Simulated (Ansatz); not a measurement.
MoSe2 (P6_3/mmc), an elastic constant from a strain scan

Level of theory: Ansatz, DFT PBE+D3(BJ), scalar-relativistic, plane waves, PAW. Settings: plane waves to 420 eV, k-mesh 12×12×2 (Γ-centred), Gaussian smearing 0.05 eV. No spin polarisation. Energies are free energies at this smearing, counted from the undisturbed cell; pressure is positive in compression.

Reference structure (relaxed at this level):

```
Mo Se
1.0
     3.27620    0.00000    0.00000
    -1.63810    2.83727    0.00000
     0.00000    0.00000   12.73177
Mo Se
2 4
Direct
  0.33333 0.66667 0.25000
  0.66667 0.33333 0.75000
  0.33333 0.66667 0.61848
  0.66667 0.33333 0.11848
  0.33333 0.66667 0.88152
  0.66667 0.33333 0.38152
```

The cell is strained by ε times the Voigt pattern (1, 1, 0, 0, 0, 0) (xx, yy, zz, yz, xz, xy; engineering shear) with fractional coordinates fixed. The cell holds 6 atoms in V0 = 118.35 Å³. The stress column is τ = (1/V0) dE/dε, got from the stress tensor σ (compression positive) at each point as −det(1 + εP) σ : P(1 + εP)⁻¹, with P the pattern as a tensor.

```
      ε  ΔE (meV/atom)  τ (GPa)
-0.0400         62.264  -26.538
-0.0300         34.195  -19.151
-0.0200         14.883  -12.306
-0.0100          3.687   -5.965
 0.0000          0.000   -0.093
 0.0100          3.276    5.343
 0.0200         12.988   10.373
 0.0300         28.660   15.023
 0.0350         38.585   17.214
 0.0400              ?        ?
```

**Question.** Which combination of elastic constants does this scan measure, and how large is it?

**Answer.** For small ε, τ = τ0 + Kε with K = pᵀCp, which for this pattern is C11 + C22 + 2 C12 in the Cartesian frame shown. The parabola through τ at ε = -0.0100, 0 and 0.0100 has slope K = 565 GPa at zero. The energies per cell, E = NΔE, of the same two points give K = 2[E(ε₊)/ε₊ − E(ε₋)/ε₋]/[(ε₊ − ε₋)V0] = 566 GPa, in agreement. These are clamped-ion values.

**Question.** Predict the withheld row at ε = 0.0400 from the harmonic law, and compare.

**Answer.** ΔE = V0(τ0 ε + Kε²/2)/N = 55.229 meV/atom and τ = 22.52 GPa. The calculation gives 49.833 meV/atom and 19.32 GPa: the energy lies 10 % below the harmonic value, as bonds soften when stretched.

Forces appear on the atoms along this scan, and letting them relax would lower the energy and soften the response.

Cost: 10 runs of about 0.62 core-minutes in all, on AMD EPYC 9R45 (Zen 5) (shared hosts).